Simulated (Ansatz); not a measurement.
# SiO2: the cost of one run

Computed with Ansatz 0.2.0 (DFT PBE, scalar-relativistic, plane waves, PAW, unless a step's input says otherwise).

## (1) The structure to begin with

Symmetry: P4_32_12, No. 96, tetragonal system. The conventional cell has a = 4.933 Å, b = 4.933 Å, c = 6.465 Å, α = 90.00°, β = 90.00°, γ = 90.00°. Si (site symmetry 2) is surrounded by 4 O at 1.62 Å. Around O (site symmetry 1) lie 2 Si at 1.62 Å.

As a file:

```cif
data_structure
_symmetry_space_group_name_H-M 'P 1'
_symmetry_Int_Tables_number 1
_cell_length_a 9.5109
_cell_length_b 9.5109
_cell_length_c 9.5109
_cell_angle_alpha 117.515
_cell_angle_beta 117.515
_cell_angle_gamma 94.360
_cell_volume 629.22
loop_
_atom_site_label
_atom_site_type_symbol
_atom_site_fract_x
_atom_site_fract_y
_atom_site_fract_z
_atom_site_occupancy
Si1 Si 0.65885 0.15885 0.31771 1
Si2 Si 0.15885 0.65885 0.31771 1
Si3 Si 0.15885 0.15885 0.81771 1
Si4 Si 0.65885 0.65885 0.81771 1
Si5 Si 0.78385 0.46615 0.00000 1
Si6 Si 0.28385 0.96615 0.00000 1
Si7 Si 0.28385 0.46615 0.50000 1
Si8 Si 0.78385 0.96615 0.50000 1
Si9 Si 0.09115 0.09115 0.18230 1
Si10 Si 0.59115 0.59115 0.18230 1
Si11 Si 0.59115 0.09115 0.68229 1
Si12 Si 0.09115 0.59115 0.68229 1
Si13 Si 0.71615 0.03385 0.00000 1
Si14 Si 0.21615 0.53385 0.00000 1
Si15 Si 0.21615 0.03385 0.50000 1
Si16 Si 0.71615 0.53385 0.50000 1
O1 O 0.08325 0.03513 0.31645 1
O2 O 0.58325 0.53514 0.31645 1
O3 O 0.58325 0.03513 0.81646 1
O4 O 0.08325 0.53514 0.81646 1
O5 O 0.66014 0.34368 0.45188 1
O6 O 0.16013 0.84368 0.45188 1
O7 O 0.16013 0.34368 0.95188 1
O8 O 0.66014 0.84368 0.95188 1
O9 O 0.46868 0.01680 0.18355 1
O10 O 0.96868 0.51680 0.18355 1
O11 O 0.96868 0.01680 0.68354 1
O12 O 0.46868 0.51680 0.68354 1
O13 O 0.64180 0.45825 0.04811 1
O14 O 0.14180 0.95825 0.04811 1
O15 O 0.14180 0.45825 0.54812 1
O16 O 0.64180 0.95825 0.54812 1
O17 O 0.79175 0.10820 0.45188 1
O18 O 0.29175 0.60820 0.45188 1
O19 O 0.29175 0.10820 0.95188 1
O20 O 0.79175 0.60820 0.95188 1
O21 O 0.71486 0.16675 0.18355 1
O22 O 0.21487 0.66675 0.18355 1
O23 O 0.21487 0.16675 0.68354 1
O24 O 0.71486 0.66675 0.68354 1
O25 O 0.90632 0.08987 0.04811 1
O26 O 0.40632 0.58986 0.04811 1
O27 O 0.40632 0.08987 0.54812 1
O28 O 0.90632 0.58986 0.54812 1
O29 O 0.23320 0.28132 0.31645 1
O30 O 0.73320 0.78132 0.31645 1
O31 O 0.73320 0.28132 0.81646 1
O32 O 0.23320 0.78132 0.81646 1
```

The runs take a perfect supercell of 48 atoms; the defect goes to fractional position (0.083, 0.035, 0.317).

## (2) The perfect supercell

File input.yaml:

```yaml
crystal:
  lattice:
    - [-4.9329, 4.9329, 6.4645]
    - [4.9329, -4.9329, 6.4645]
    - [4.9329, 4.9329, -6.4645]
  atoms:
    - { symbol: Si, position: [0.658853, 0.158852, 0.317705] }
    - { symbol: Si, position: [0.158852, 0.658853, 0.317705] }
    - { symbol: Si, position: [0.158852, 0.158852, 0.817705] }
    - { symbol: Si, position: [0.658853, 0.658853, 0.817705] }
    - { symbol: Si, position: [0.783853, 0.466148, 0.0] }
    - { symbol: Si, position: [0.283852, 0.966147, 0.0] }
    - { symbol: Si, position: [0.283852, 0.466148, 0.5] }
    - { symbol: Si, position: [0.783853, 0.966147, 0.5] }
    - { symbol: Si, position: [0.091148, 0.091148, 0.182295] }
    - { symbol: Si, position: [0.591148, 0.591148, 0.182295] }
    - { symbol: Si, position: [0.591148, 0.091148, 0.682295] }
    - { symbol: Si, position: [0.091148, 0.591148, 0.682295] }
    - { symbol: Si, position: [0.716147, 0.033853, 0.0] }
    - { symbol: Si, position: [0.216148, 0.533853, 0.0] }
    - { symbol: Si, position: [0.216148, 0.033853, 0.5] }
    - { symbol: Si, position: [0.716147, 0.533853, 0.5] }
    - { symbol: O, position: [0.08325, 0.035135, 0.316455] }
    - { symbol: O, position: [0.58325, 0.535135, 0.316455] }
    - { symbol: O, position: [0.58325, 0.035135, 0.816455] }
    - { symbol: O, position: [0.08325, 0.535135, 0.816455] }
    - { symbol: O, position: [0.660135, 0.34368, 0.451885] }
    - { symbol: O, position: [0.160135, 0.84368, 0.451885] }
    - { symbol: O, position: [0.160135, 0.34368, 0.951885] }
    - { symbol: O, position: [0.660135, 0.84368, 0.951885] }
    - { symbol: O, position: [0.46868, 0.016795, 0.183545] }
    - { symbol: O, position: [0.96868, 0.516795, 0.183545] }
    - { symbol: O, position: [0.96868, 0.016795, 0.683545] }
    - { symbol: O, position: [0.46868, 0.516795, 0.683545] }
    - { symbol: O, position: [0.641795, 0.45825, 0.048115] }
    - { symbol: O, position: [0.141795, 0.95825, 0.048115] }
    - { symbol: O, position: [0.141795, 0.45825, 0.548115] }
    - { symbol: O, position: [0.641795, 0.95825, 0.548115] }
    - { symbol: O, position: [0.79175, 0.108205, 0.451885] }
    - { symbol: O, position: [0.29175, 0.608205, 0.451885] }
    - { symbol: O, position: [0.29175, 0.108205, 0.951885] }
    - { symbol: O, position: [0.79175, 0.608205, 0.951885] }
    - { symbol: O, position: [0.714865, 0.16675, 0.183545] }
    - { symbol: O, position: [0.214865, 0.66675, 0.183545] }
    - { symbol: O, position: [0.214865, 0.16675, 0.683545] }
    - { symbol: O, position: [0.714865, 0.66675, 0.683545] }
    - { symbol: O, position: [0.90632, 0.089865, 0.048115] }
    - { symbol: O, position: [0.40632, 0.589865, 0.048115] }
    - { symbol: O, position: [0.40632, 0.089865, 0.548115] }
    - { symbol: O, position: [0.90632, 0.589865, 0.548115] }
    - { symbol: O, position: [0.233205, 0.28132, 0.316455] }
    - { symbol: O, position: [0.733205, 0.78132, 0.316455] }
    - { symbol: O, position: [0.733205, 0.28132, 0.816455] }
    - { symbol: O, position: [0.233205, 0.78132, 0.816455] }
basis:
  ecutwfc: 420
  fft_grid_basis: typed
kpoints:
  mp_grid: { grid: [2, 2, 2] }
hamiltonian:
  xc: pbe
  pseudopotentials: { kind: paw }
scf:
  occupations: { method: gaussian, width: 0.05 }
output:
  forces: true
  stress: false
  eigenvalues: true
  bader: false
  write_density: true
  volumetric_format: npy
```

Command:

```
ansatz run input.yaml --threads 4 --pin off --max-ram 10240MiB --backend cpu --events-out ev --progress --plain --runs-dir out
```

What time and memory should one allow on 4 threads of Arm Neoverse V2, shared host?

About 6.5 s, with a peak of 2.2 GiB.
